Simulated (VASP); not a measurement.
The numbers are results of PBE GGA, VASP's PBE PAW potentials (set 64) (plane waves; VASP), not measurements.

A VASP calculation is set up with these files.

**INCAR**
```
SIGMA = 0.05
GGA = PE   ! PBE
LWAVE = .FALSE.
IMIX = 4
AMIX = 1.0
LREAL = .FALSE.
BMIX = 1.0
ISIF = 2   ! forces and stress, cell fixed
EDIFF = 1E-6   ! SCF stop (eV)
SYSTEM = Li2O
PREC = Accurate
ENCUT = 520
ALGO = Normal
NELM = 100   ! most electronic steps
LCHARG = .FALSE.
ISMEAR = 0
LASPH = .TRUE.   ! aspherical one-centre terms
```

File KPOINTS:
```
kpoints
0
gamma
  7 7 7
```

File POSCAR:
```
Li2O
1
    0.0000000000     2.3233710000     2.3506730000
    2.3453890000     0.0000000000     2.3506730000
    2.3453890000     2.3233710000     0.0000000000
Li O
2 1
Direct
  0.2500000000   0.2500000000   0.2500000000
  0.7500000000   0.7500000000   0.7500000000
 -0.0073980000   0.0073980000   0.0073980000
```

POTCAR, in this order: Li_sv O (PBE.64 set). Program: vasp_std.

What VASP printed:

File OSZICAR:
```
       N       E                     dE             d eps       ncg     rms          rms(c)
DAV:   1     0.409881030904E+02    0.40988E+02   -0.61904E+03  1280   0.129E+03
DAV:   2    -0.111310681047E+02   -0.52119E+02   -0.49574E+02  1548   0.231E+02
DAV:   3    -0.160380856260E+02   -0.49070E+01   -0.48886E+01  2244   0.600E+01
DAV:   4    -0.161123403071E+02   -0.74255E-01   -0.74184E-01  1724   0.802E+00
DAV:   5    -0.161130369824E+02   -0.69668E-03   -0.69662E-03  1886   0.600E-01    0.747E+00
DAV:   6    -0.197040953322E+02   -0.35911E+01   -0.63992E+01  1286   0.479E+01    0.164E+01
DAV:   7    -0.143014112139E+02    0.54027E+01   -0.26636E+01  1286   0.314E+01    0.724E-01
DAV:   8    -0.143386961201E+02   -0.37285E-01   -0.34775E-01  1396   0.580E+00    0.494E-01
DAV:   9    -0.143378419491E+02    0.85417E-03   -0.65205E-03  1710   0.844E-01    0.113E-01
DAV:  10    -0.143378974202E+02   -0.55471E-04   -0.74126E-04  1570   0.230E-01    0.457E-02
DAV:  11    -0.143378938295E+02    0.35907E-05   -0.97149E-05  1688   0.929E-02    0.112E-02
DAV:  12    -0.143378930902E+02    0.73935E-06   -0.23123E-06  1632   0.143E-02
   1 F= -.14337893E+02 E0= -.14337893E+02  d E =-.236844E-18
```

File OUTCAR:
```
------------------------ aborting loop because EDIFF is reached ----------------------------------------
  FORCE on cell =-STRESS in cart. coord.  units (eV):
  Direction    XX          YY          ZZ          XY          YZ          ZX
  --------------------------------------------------------------------------------------
  Total       -0.4790968     -0.2068975     -0.5379588      0.0000000      0.0000000      0.0000000
  in kB      -29.9625114    -12.9392795    -33.6437173      0.0000000      0.0000000      0.0000000
  external PRESSURE =     -25.5151694 kB  Pullay stress =       0.0000000 kB
  volume of cell :       25.62
      direct lattice vectors                 reciprocal lattice vectors
     0.000000000  2.323371000  2.350673000    -0.213184252  0.215204545  0.212705042
     2.345389000  0.000000000  2.350673000     0.213184252 -0.215204545  0.212705042
     2.345389000  2.323371000  0.000000000     0.213184252  0.215204545 -0.212705042
 POSITION                                       TOTAL-FORCE (eV/Angst)
 -----------------------------------------------------------------------------------
      1.17269      1.16169      1.17534         0.077022      0.000000     -0.000000
      3.51808      3.48506      3.52601         0.077022      0.000000      0.000000
      0.03470      2.32337      2.35067        -0.154045      0.000000      0.000000
 -----------------------------------------------------------------------------------
    total drift:                                0.000344     -0.000000     -0.000000
  FREE ENERGIE OF THE ION-ELECTRON SYSTEM (eV)
  ---------------------------------------------------
  free  energy   TOTEN  =       -14.3378930902 eV

  energy  without entropy=      -14.3378930902  energy(sigma->0) =      -14.33789309
```
(Selected blocks of OUTCAR.)

File OUTCAR:
```
 val. band max:        1.1592087481   @ k =   0.0000   0.0000   0.0000

 cond. band min:       6.1379607058   @ k =   0.0000   0.0000   0.0000


 Fermi energy:         1.4485409585

 k-point     1 :       0.0000    0.0000    0.0000
  band No.  band energies     occupation
      1     -41.9309      2.00000
      2     -41.6392      2.00000
      3     -14.2441      2.00000
      4       1.1252      2.00000
      5       1.1362      2.00000
      6       1.1592      2.00000
      7       6.1380      0.00000
      8      12.7908      0.00000
      9      12.8748      0.00000
     10      12.8999      0.00000

 k-point     2 :       0.1429   -0.0000    0.0000
  band No.  band energies     occupation
      1     -41.9143      2.00000
      2     -41.6514      2.00000
      3     -14.2059      2.00000
      4       0.5120      2.00000
      5       1.0401      2.00000
      6       1.0663      2.00000
      7       6.6746      0.00000
      8      12.8047      0.00000
      9      13.1025      0.00000
     10      13.1487      0.00000

 k-point     3 :       0.2857    0.0000    0.0000
  band No.  band energies     occupation
      1     -41.8691      2.00000
      2     -41.6875      2.00000
      3     -14.1154      2.00000
      4      -0.6421      2.00000
      5       0.8502      2.00000
      6       0.8899      2.00000
      7       7.9034      0.00000
      8      12.3735      0.00000
      9      13.2672      0.00000
     10      13.3387      0.00000

 k-point     4 :       0.4286    0.0000    0.0000
  band No.  band energies     occupation
      1     -41.8070      2.00000
      2     -41.7423      2.00000
      3     -14.0375      2.00000
      4      -1.4256      2.00000
      5       0.7100      2.00000
      6       0.7600      2.00000
      7       9.4629      0.00000
      8      11.1765      0.00000
      9      12.9726      0.00000
     10      13.1111      0.00000

 k-point     5 :       0.1429    0.1429    0.0000
...
```

The compound is Li2O in the antifluorite structure. The cell was not relaxed at this level, atoms are displaced from their ideal sites. The run is one of a series of settings (AMIX = 1.0, BMIX = 1.0, IMIX = 4 against the base run), some of them coarse on purpose.
